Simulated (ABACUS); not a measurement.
W under changes of volume

One of the cells (16.731 Å³/atom); the others are scaled copies at fixed shape and fractional positions:

```
W
1.0
     0.00000    2.03000    2.03000
     2.03000    0.00000    2.03000
     2.03000    2.03000    0.00000
W
1
Direct
  0.00000 0.00000 0.00000
```

This isn't the form of W at room conditions, which is bcc.

| Property | Result |
| --- | --- |
| Program | ABACUS 3.10.1 |
| Functional | PBE |
| Potentials or basis | PseudoDojo NC SR 0.4.1 PBE standard |
| Cutoff | 1361 eV |
| Density cutoff | 5442 eV |
| Basis | DZP LCAO (the cutoffs set its grid) |
| k mesh | 11 × 11 × 11 |
| Occupations | fermi-dirac, width 0.05 eV |
| Spin | no spin polarisation |

```tsv
volume (Å³/atom)	energy over the lowest point (meV/atom)	pressure (GPa)
15.727	37.35	16.1
16.062	11.43	8.9
16.396	0.00	2.3
16.731	1.57	-3.5
17.065	14.61	-8.7
17.400	?	?
17.735	70.93	-17.6
```

Task: What does the run at 17.400 Å³/atom give?

Result: Energy over the lowest point 38.12 meV/atom; pressure -13.4 GPa.

Worked out: A Birch-Murnaghan fit of order 3 (a polynomial in V^(-2/3)) to the other rows has its minimum at 16.52 Å³/atom with B0 = V·E''(V) = 293 GPa and B' = 4.5. It gives 38.12 meV/atom at 17.400 Å³/atom, against the run's 38.12, and -dE/dV = -13.5 GPa, against -13.4.

Energies are extrapolated to zero smearing.

Caveats: the atomic orbitals were generated for these runs and aren't a published set; the basis of atomic orbitals isn't converged, which shifts pressures, moduli and gaps.
